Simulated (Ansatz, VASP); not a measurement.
CsPbBr3: VASP beside Ansatz

```
CELL_PARAMETERS angstrom
5.92034 0.00000 0.00000
0.00000 5.92034 0.00000
0.00000 0.00000 5.92034
ATOMIC_POSITIONS crystal
Cs 0.00000 0.00000 0.00000
Pb 0.50000 0.50000 0.50000
Br 0.00000 0.50000 0.50000
Br 0.50000 0.00000 0.50000
Br 0.50000 0.50000 0.00000
```

Alike in both runs: functional PBE; dispersion D3(BJ); k mesh 6 × 6 × 6; occupations gaussian, width 0.02 eV; no spin polarisation.

Ansatz relaxed the structure, and its values are those at the end. VASP's run is a single point on that final structure, the one shown.

|  | VASP | Ansatz |
| --- | --- | --- |
| version | VASP 6.6.1 | Ansatz 0.2.0 |
| potentials or method | VASP PAW PBE potentials, release 64 (Cs_sv, Pb_d, Br) | scalar-relativistic, plane waves, PAW |
| plane-wave cutoff (eV) | 520 | 420 |
| valence electrons in the cell | 44 | 44 |

VASP gave:

| Property | Result |
| --- | --- |
| gap on the k mesh at the Fermi level (eV) | 1.64 |
| least direct gap on the mesh (eV) | 1.64 |
| pressure (GPa) | 0.0 |

Task: Which values does Ansatz return?

Result: gap on the k mesh at the Fermi level (eV): 1.63; least direct gap on the mesh (eV): 1.63; pressure (GPa): 0.0.

Caveats: spin-orbit coupling is left out, which as a rule narrows the gap of such compounds by several tenths of an eV. A k mesh can miss the band edges.
